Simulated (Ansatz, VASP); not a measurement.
## Two plane-wave programs on Ti

```xyz
1
Lattice="2.6269 0.0000 0.0000 0.0000 2.6269 0.0000 0.0000 0.0000 2.6269" Properties=species:S:1:pos:R:3 pbc="T T T"
Ti    0.0000    0.0000    0.0000
```

Alike in both runs: functional r2SCAN; k mesh 22 × 22 × 22; occupations gaussian, width 0.1 eV; no spin polarisation.

Ansatz relaxed the structure, and its values are those at the end. VASP's run is a single point on that final structure, the one shown.

|  | VASP | Ansatz |
| --- | --- | --- |
| version | VASP 6.6.1 | Ansatz 0.2.0 |
| potentials or method | VASP PAW PBE potentials, release 64 (Ti_sv) | scalar-relativistic, plane waves, PAW |
| plane-wave cutoff (eV) | 520 | 500 |
| valence electrons in the cell | 12 | 12 |

```tsv
	VASP	Ansatz	Ansatz less VASP
gap on the k mesh at the Fermi level (eV)	none	none	-
pressure (GPa)	0.4	0.0	-0.41
```

A gap of «none» marks a metal or a gap that the smearing closes. With one functional, cell and mesh, what is left measures potentials, basis and numerics.

Caveats: the PAW data sets were made with another functional, which shifts forces and pressure a little (VASP).
